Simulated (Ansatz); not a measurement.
## C: distorted cells

Method: DFT PBE, scalar-relativistic, plane waves, PAW in Ansatz 0.2.0.

Cutoff 420 eV; k points 14×14×14 on the computed 2-atom cell (Γ-centred); Gaussian smearing, width 0.02 eV; no spin polarisation.

Reference cell:

```xyz
2
Lattice="0.0000 2.1270 3.3480 1.2280 0.0000 3.3480 1.2280 2.1270 0.0000" Properties=species:S:1:pos:R:3 pbc="T T T"
C     1.2280    0.7090    3.3480
C     1.2280    3.5450    3.3480
```

Each variant moves atoms of this cell by the vectors given, if any (Å), and then applies a symmetric strain (tensor components, Cartesian axes). The reference cell isn't relaxed at this level. Energies are per atom at zero smearing, counted from the lowest variant. Pressure is positive in compression.

1. strain (xx yy zz yz xz xy, %) 1.24 2.58 2.56 -2.00 0.00 0.00; moves: C1 (0.000, -0.102, -0.228); C2 (0.000, 0.102, 0.228)
2. strain (xx yy zz yz xz xy, %) -1.69 -7.54 -1.38 0.00 2.26 0.00; moves: C1 (0.000, 0.250, 0.000); C2 (0.000, -0.250, 0.000)
3. strain (xx yy zz yz xz xy, %) 5.55 3.79 -1.33 0.00 -3.93 0.00; moves: C1 (0.000, 0.250, 0.000); C2 (0.000, -0.250, 0.000)
4. strain (xx yy zz yz xz xy, %) -1.49 0.00 0.03 0.00 0.00 -0.71; moves: C1 (0.130, -0.075, 0.000); C2 (-0.130, 0.075, 0.000)
5. no strain; moves: C1 (0.030, -0.017, -0.083)
6. strain (xx yy zz yz xz xy, %) 5.33 3.66 4.00 0.00 0.00 0.00; moves: C1 (0.000, -0.060, 0.000); C2 (0.000, 0.060, 0.000)

| result | ΔE (meV/atom) | P (GPa) | largest force (eV/Å) | gap on mesh (eV) |
| --- | --- | --- | --- | --- |
| A | 223.5 | -18.69 | 5.63 | 0 |
| B | 1320.2 | 8.57 | 4.40 | 0 |
| C | 1161.3 | -8.27 | 8.66 | 0 |
| D | 0.0 | 4.68 | 2.27 | 0.08 |
| E | 1981.4 | 97.99 | 8.24 | 0 |
| F | 876.0 | 39.94 | 8.56 | 0 |

Which variant gave which result?

A is 6, B is 3, C is 1, D is 5, E is 2, F is 4.

Each cell of C holds layers, and where no dispersion correction was added their binding is poorly described. The smearing is narrow for a metal on this mesh.

This form isn't the element's structure at ambient conditions.